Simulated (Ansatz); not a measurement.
**Effect of uniaxial strain ε_zz = +1.99 % on GeTe**

Base system: GeTe (space group R3m, No. 160; layered).

```
GeTe
1.0
    2.09351     1.20869     3.68680
   -2.09351     1.20869     3.68680
    0.00000    -2.41737     3.68680
Ge Te
1 1
Direct
  0.23184   0.23184   0.23184
  0.76816   0.76816   0.76816
```

Cartesian axes are those of the cell as printed.

Now apply this change: the cell is stretched by 1.99 % along z with no lateral relaxation, atoms relaxed at fixed cell.

Calculations: r2SCAN (Ansatz, a first-principles code; PAW; 500 eV plane waves; scalar-relativistic without spin-orbit coupling). Settings: 10×10×10 k-points, 0.05 eV Fermi–Dirac smearing.

The volume per atom increases by 0.557 Å³ (27.99 Å³ → 28.54 Å³) and the space group remains R3m (No. 160). The shortest interatomic distance is nearly the same (2.815 Å against 2.814 Å) and the energy goes up by 1.0 meV/atom. The band gap remains 0.64 eV (an upper bound: an edge found on the path is not a true extremum; both cells) and the largest internal atomic displacement is 0.015 Å. The stress (xx, yy, zz, yz, xz, xy; compression positive) comes out as (-0.33, -0.33, -0.55, 0.00, 0.00, 0.00) GPa.

Final structure:

```xyz
2
Lattice="2.0935 1.2087 3.7602 -2.0935 1.2087 3.7602 0.0000 -2.4174 3.7602" Properties=species:S:1:pos:R:3 pbc="T T T"
Ge     0.0000     0.0000     2.6000
Te     0.0000     0.0000     8.6805
```

Cost of the whole job for the changed cell (relaxation, final SCF and bands): roughly 3 core-minutes.

With Te present, leaving out spin-orbit coupling can change the band edges. Whether these cells are dynamically stable was not tested. No dispersion term is included, though the crystal is made of layers, chains or molecules, so its spacings can come out too wide.
